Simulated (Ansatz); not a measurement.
All numbers below come from DFT PBE, scalar-relativistic, plane waves, PAW (Ansatz 0.2.0). Plane waves to 420 eV, a 4×4×4 mesh through Γ for the 16-atom cell and 0.02 eV Gaussian smearing; no spin polarisation.

The zero of energy is the elements' standard structures at the same level; no fitted shifts are applied.

Question: Find a candidate tetragonal wide-gap insulator with formula BeS, with a gap near 3.6 eV, a formation energy near −0.88 eV/atom and a density near 2.00 g/cm³, in a cell of 16 atoms. Its symmetry should be P4_2/ncm (No. 138).

Answer: BeS, space group P4_2/ncm (No. 138). Be is surrounded by 4 S at 2.10–2.13 Å; S has 4 Be at 2.10–2.13 Å.

```xyz
16
Lattice="6.8976 0.0000 0.0000 0.0000 6.8976 0.0000 0.0000 0.0000 5.7201" Properties=species:S:1:pos:R:3 pbc="T T T"
Be    4.3761    5.9702    5.1686
Be    4.3761    0.9274    2.3086
Be    2.5214    5.9702    2.3086
Be    2.5214    0.9274    5.1686
Be    0.9274    2.5214    3.4116
Be    5.9702    4.3761    3.4116
Be    0.9274    4.3761    0.5515
Be    5.9702    2.5214    0.5515
S     4.5069    5.8395    3.0557
S     2.3907    1.0581    3.0557
S     4.5069    1.0581    0.1956
S     2.3907    5.8395    0.1956
S     1.0581    2.3907    5.5245
S     1.0581    4.5069    2.6644
S     5.8395    2.3907    2.6644
S     5.8395    4.5069    5.5245
```

The volume per atom is 17.01 Å³, the density is 2.00 g/cm³ and the energy over the elements is −0.878 eV/atom. The gap on the 4×4×4 mesh of the 16-atom cell is 3.59 eV.

The cell was found from a structure generator's guess, not taken from experiment. Other answers may fit too; this one was computed.

Kohn–Sham gaps at this level usually fall short of measured ones. The reference form of S is held partly by dispersion forces, which this level lacks. Symmetry constrained the relaxation, so the result can be a saddle point.
